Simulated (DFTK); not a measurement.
Mo, 1 atom in the cell. The structure is cubic, space group Im-3m (No. 229). Conventional cell: a = 3.168 Å, b = 3.168 Å, c = 3.168 Å, α = 90.00°, β = 90.00°, γ = 90.00°. Mo (site symmetry m-3m) has 8 Mo at 2.74 Å as nearest neighbours. 

* Program: DFTK 0.8.2
* Task: band structure
* Functional: PBEsol
* Potentials or basis: SG15 1.2 (PBE)
* Cutoff: 1225 eV
* k mesh: 12 × 12 × 12
* Occupations: fermi-dirac, width 0.05 eV
* Spin: no spin polarisation
* Valence electrons: Mo 14
* SCF tolerance on the density: 1e-06

Potentials or basis: SG15 1.2 (PBE).

Run with:

```bash
$ julia --threads=1 run.jl  # save.jl only writes the numbers to a file and isn't shown; printed stress counts tension as positive; times include loading and compiling
```

Hardware: 1 thread of Intel(R) Xeon(R) Processor @ 2.50GHz (Skylake/Cascade Lake), with other jobs on the host.

Task: How long does it take, and how much memory?

Result: It took 4.9 min on 1 thread of Intel(R) Xeon(R) Processor @ 2.50GHz (Skylake/Cascade Lake) (shared host), peak memory 1.6 GiB. Counts: scf iterations 9, k points 72, plane waves 1568, bands 12.
